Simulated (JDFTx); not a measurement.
# SiS (silylene, thioxo-) in JDFTx: further runs

Runs on SiS (silylene, thioxo-). Level: PW91. Tasks: solvation.

Everything below comes from runs of JDFTx 1.7.0 (patched build). Logs are shortened: lines on timing, memory, paths and dates and some standing lists are left out, and cuts for length are marked. The log counts tension as positive stress, the text compression.

## Step 1: Starting point

The cell holds a molecule in a box, 2 atoms: a = 9.000 Å, b = 9.000 Å, c = 11.000 Å, α = 90.00°, β = 90.00°, γ = 90.00°.

## Step 2: Solvation, PW91

Input file fluid.in:

```
lattice \
   17.0075351216     0.0000000000     0.0000000000 \
    0.0000000000    17.0075351216     0.0000000000 \
    0.0000000000     0.0000000000    20.7869873709
coords-type Lattice
ion Si     0.5014444400     0.5023333300     0.4153945000 1
ion S      0.5014444400     0.5023333300     0.5907873200 1

ion-species pseudo/Si.upf
ion-species pseudo/S.upf
elec-cutoff 26
elec-ex-corr gga-PW91
kpoint-folding 1 1 1
elec-n-bands 10
electronic-minimize nIterations 100 energyDiffThreshold 1e-06
fluid LinearPCM
pcm-variant GLSSA13
fluid-solvent H2O
fluid-minimize nIterations 200 knormThreshold 1e-10
initial-state vacuum.$VAR
core-overlap-check none
forces-output-coords Cartesian

dump-name fluid.$VAR
dump End Ecomponents EigStats BandEigs Kpoints Forces ElecDensity Dtot KEdensity
```

Potentials or basis: PseudoDojo-SR-PBE-0.5-standard with smoothed tails.

On the command line:

```sh
> jdftx -c 1 -i fluid.in -o fluid.out
```

What it wrote:

```text
*************** JDFTx 1.7.0 (patched build) ***************

Input parsed successfully to the following command list (including defaults):
[... the input with its defaults ...]

---------- Setting up symmetries ----------

Found 16 point-group symmetries of the bravais lattice
Found 8 space-group symmetries with basis
Applied RMS atom displacement 0 bohrs to make symmetries exact.

---------- Initializing the Grid ----------
R =
[      17.0075            0            0  ]
[            0      17.0075            0  ]
[            0            0       20.787  ]
unit cell volume = 6012.77
G =
[   0.369435          0          0  ]
[          0   0.369435          0  ]
[          0          0   0.302265  ]
Minimum fftbox size, Smin = [  80  80  96  ]
Chosen fftbox size, S = [  80  80  96  ]

---------- Exchange Correlation functional ----------
Initalized PW91 GGA exchange.
Initalized PW91 GGA correlation.

---------- Setting up pseudopotentials ----------
Width of ionic core gaussian charges (only for fluid interactions / plotting) set to 0.348528

Reading pseudopotential file 'pseudo/Si.upf':
  'Si' pseudopotential, 'PBE' functional
  Generated using ONCVPSP code by D. R. Hamann
  4 valence electrons, 2 orbitals, 6 projectors, 1001 radial grid points, with lMax = 2
    3S    l: 0   occupation:  2.0   eigenvalue: -0.397365
    3P    l: 1   occupation:  2.0   eigenvalue: -0.149981
  Core radius for overlap checks: 1.86 bohrs.

Reading pseudopotential file 'pseudo/S.upf':
  'S' pseudopotential, 'PBE' functional
  Generated using ONCVPSP code by D. R. Hamann
  6 valence electrons, 2 orbitals, 6 projectors, 1001 radial grid points, with lMax = 2
    3S    l: 0   occupation:  2.0   eigenvalue: -0.634163
    3P    l: 1   occupation:  4.0   eigenvalue: -0.257567
  Core radius for overlap checks: 1.43 bohrs.

Initialized 2 species with 2 total atoms.

Folded 1 k-points by 1x1x1 to 1 k-points.

---------- Setting up k-points, bands, fillings ----------
No reducable k-points.
Computing the number of bands and number of electrons
Calculating initial fillings.
Turning on subspace rotations due to non-scalar fillings.
nElectrons:  10.000000   nBands: 10   nStates: 1

----- Setting up reduced wavefunction bases (one per k-point) -----
average nbasis = 38191.000 , ideal nbasis = 38073.984

---------- Setting up ewald sum ----------
Optimum gaussian width for ewald sums = 6.462936 bohr.
Real space sum over 1089 unit cells with max indices [  5  5  4  ]
Reciprocal space sum over 1573 terms with max indices [  5  5  6  ]

---------- Allocating electronic variables ----------
Reading eigenvalues from 'vacuum.eigenvals'.
Initializing wave functions:  reading from 'vacuum.wfns'
----- createFluidSolver() ----- (Fluid-side solver setup)
   Initializing fluid molecule 'H2O'
     Initializing site 'O'
       Electron density: proportional to exp(-r/0.36935)*erfc((r-0.51523)/0.36823) with norm 6.826
       Charge density: gaussian nuclear width 0.478731 with net site charge 0.826
       Polarizability: cuspless exponential with width 0.32 and norm 3.73
       Hard sphere radius: 2.57003 bohrs
       Positions in reference frame:
         [ +0.000000 +0.000000 +0.000000 ]
     Initializing site 'H'
       Electron density: proportional to exp(-r/0.34641)*erfc((r-0)/0.390882) with norm 0.587
       Charge density: gaussian nuclear width 0.377945 with net site charge -0.413
       Polarizability: cuspless exponential with width 0.39 and norm 3.3
       Positions in reference frame:
         [ +0.000000 -1.441945 +1.122523 ]
         [ +0.000000 +1.441945 +1.122523 ]
     Net charge: 0   dipole magnitude: 0.927204
     Initializing spherical shell mfKernel with radius 2.61727 Bohr
     deltaS corrections:
       site 'O': -7.54299
       site 'H': -6.83917

Correction to mu due to finite nuclear width = -0.00126935
   Cavity determined by nc: 0.00037 and sigma: 0.6
   Effective cavity tension: 5.4e-06 Eh/bohr^2 to account for cavitation and dispersion.

-------- Electronic minimization -----------
	Linear fluid (dielectric constant: 78.4) occupying 0.880477 of unit cell:	Completed after 17 iterations at
ElecMinimize: Iter:   0  Etot: -14.197347916799457  |grad|_K:  3.898e-05  alpha:  1.000e+00
	Linear fluid (dielectric constant: 78.4) occupying 0.880540 of unit cell:	Completed after 8 iterations at
	Linear fluid (dielectric constant: 78.4) occupying 0.880626 of unit cell:	Completed after 8 iterations at
	SubspaceRotationAdjust: set factor to 1.22
ElecMinimize: Iter:   1  Etot: -14.198519521454562  |grad|_K:  2.720e-05  alpha:  2.018e+00  linmin: -8.094e-05
	Linear fluid (dielectric constant: 78.4) occupying 0.880739 of unit cell:	Completed after 7 iterations at
	Linear fluid (dielectric constant: 78.4) occupying 0.880717 of unit cell:	Completed after 3 iterations at
	SubspaceRotationAdjust: set factor to 1.38
ElecMinimize: Iter:   2  Etot: -14.198937447338688  |grad|_K:  1.727e-05  alpha:  1.478e+00  linmin: -3.543e-05
	Linear fluid (dielectric constant: 78.4) occupying 0.880757 of unit cell:	Completed after 3 iterations at
	Linear fluid (dielectric constant: 78.4) occupying 0.880748 of unit cell:	Completed after 2 iterations at
	SubspaceRotationAdjust: set factor to 1.69
ElecMinimize: Iter:   3  Etot: -14.199042281380976  |grad|_K:  8.724e-06  alpha:  9.194e-01  linmin:  3.639e-05
	Linear fluid (dielectric constant: 78.4) occupying 0.880779 of unit cell:	Completed after 1 iterations at
	Linear fluid (dielectric constant: 78.4) occupying 0.880793 of unit cell:	Completed after 1 iterations at
	SubspaceRotationAdjust: set factor to 1.88
ElecMinimize: Iter:   4  Etot: -14.199081380906001  |grad|_K:  3.827e-06  alpha:  1.359e+00  linmin: -1.425e-04
	Linear fluid (dielectric constant: 78.4) occupying 0.880822 of unit cell:	Completed after 2 iterations at
	Linear fluid (dielectric constant: 78.4) occupying 0.880814 of unit cell:	Completed after 0 iterations at
	SubspaceRotationAdjust: set factor to 1.85
ElecMinimize: Iter:   5  Etot: -14.199086792948368  |grad|_K:  2.321e-06  alpha:  9.949e-01  linmin: -6.176e-04
	Linear fluid (dielectric constant: 78.4) occupying 0.880810 of unit cell:	Completed after 0 iterations at
	Linear fluid (dielectric constant: 78.4) occupying 0.880810 of unit cell:	Completed after 0 iterations at
	SubspaceRotationAdjust: set factor to 2.26
ElecMinimize: Iter:   6  Etot: -14.199089116572832  |grad|_K:  1.141e-06  alpha:  1.090e+00  linmin: -2.562e-03
	Linear fluid (dielectric constant: 78.4) occupying 0.880795 of unit cell:	Completed after 1 iterations at
	Linear fluid (dielectric constant: 78.4) occupying 0.880804 of unit cell:	Completed after 0 iterations at
ElecMinimize: 	Step increased Etot by 1.386459e-07, reducing alpha to 4.124214e-02.
	Linear fluid (dielectric constant: 78.4) occupying 0.880809 of unit cell:	Completed after 0 iterations at
ElecMinimize: 	Step increased Etot by 1.579538e-07, reducing alpha to 4.124214e-03.
	Linear fluid (dielectric constant: 78.4) occupying 0.880810 of unit cell:	Completed after 0 iterations at
ElecMinimize: 	Step increased Etot by 1.655542e-07, reducing alpha to 4.124214e-04.
ElecMinimize: 	Step failed to reduce Etot after 3 attempts. Quitting step.
ElecMinimize: 	Undoing step.
	Linear fluid (dielectric constant: 78.4) occupying 0.880810 of unit cell:	Completed after 0 iterations at
ElecMinimize: 	Step failed: resetting search direction.
	SubspaceRotationAdjust: set factor to 2.08
ElecMinimize: Iter:   7  Etot: -14.199088950928415  |grad|_K:  1.476e-06  alpha:  4.124e-04
	Linear fluid (dielectric constant: 78.4) occupying 0.880815 of unit cell:	Completed after 1 iterations at
	Linear fluid (dielectric constant: 78.4) occupying 0.880812 of unit cell:	Completed after 0 iterations at
	SubspaceRotationAdjust: set factor to 1.31
ElecMinimize: Iter:   8  Etot: -14.199089063921239  |grad|_K:  7.577e-07  alpha:  5.405e-01  linmin:  1.454e-03
	Linear fluid (dielectric constant: 78.4) occupying 0.880805 of unit cell:	Completed after 0 iterations at
	Linear fluid (dielectric constant: 78.4) occupying 0.880796 of unit cell:	Completed after 0 iterations at
	SubspaceRotationAdjust: set factor to 1.87
ElecMinimize: Iter:   9  Etot: -14.199089323780949  |grad|_K:  6.381e-07  alpha:  1.258e+00  linmin: -5.345e-07
ElecMinimize: Converged (|Delta Etot|<1.000000e-06 for 2 iters).
Setting wave functions to eigenvectors of Hamiltonian
WARNING: the partial cores' own exchange and correlation, taken off the total, pulls at atoms by up to 1.0e-04 Eh/a0
   and adds -0.000 GPa to the pressure: cores overlap, or the grid is coarse for them. See exc-core.

# Ionic positions in lattice coordinates:
ion Si   0.501444440000000   0.502333330000000   0.415394500000000 1
ion S   0.501444440000000   0.502333330000000   0.590787320000000 1

# Forces in Cartesian coordinates:
force Si   0.000000000000000   0.000000000000000  -0.020256094119120 1
force S   0.000000000000000   0.000000000000000   0.020501554733583 1

# Energy components:
   A_diel =       -0.0063866532135080
   Eewald =       -1.0577107947556394
       EH =       10.5969452781898603
     Eloc =      -27.5078064687395845
      Enl =        2.1314657696568058
      Exc =       -4.5637221929073144
 Exc_core =        1.0182033695124704
       KE =        5.1899223684759592
-------------------------------------
     Etot =      -14.1990893237809495

IonicMinimize: Iter:   0  Etot: -14.199089323780949  |grad|_K:  1.177e-02
IonicMinimize: None of the convergence criteria satisfied after 0 iterations.

#--- Lowdin population analysis ---
# oxidation-state Si +0.469
# oxidation-state S -0.331

Dumping 'fluid.eigStats' ...
	eMin: -0.628473 at state 0 ( [ +0.000000 +0.000000 +0.000000 ] spin 0 )
	HOMO: -0.226646 at state 0 ( [ +0.000000 +0.000000 +0.000000 ] spin 0 )
	mu  : -0.116682
	LUMO: -0.081393 at state 0 ( [ +0.000000 +0.000000 +0.000000 ] spin 0 )
	eMax: +0.031764 at state 0 ( [ +0.000000 +0.000000 +0.000000 ] spin 0 )
	HOMO-LUMO gap: +0.145253
	Optical gap  : +0.145253 at state 0 ( [ +0.000000 +0.000000 +0.000000 ] spin 0 )
Done!
[note: without ions in the liquid mu and the levels have no absolute zero]
```

Run time: 25 s. Hardware: 1 thread of Arm Neoverse V2, shared host; peak memory 0.23 GiB.

What came out:

```
Free energy      : -386.3769 eV
Largest force    : 1.054 eV/Å
Loewdin charges  : Si +0.47; S -0.33 e
Solvation energy : -0.094 eV
```

Forces on the atoms (eV/Å):
```
Si   0.000  0.000 -1.042
S    0.000  0.000  1.054
```

Caveat: forces may be off by hundredths of an eV/Å; the cores' own exchange energy is taken off the total, which shifts forces and pressure where cores overlap; the minimiser leaves empty levels unsolved, so they aren't listed; forces in the liquid are good to some per cent; the liquid is a continuum model, checked here against plausible ranges alone; the potentials were made for another functional, which shifts forces and pressure.

[end of part 1 of 2]
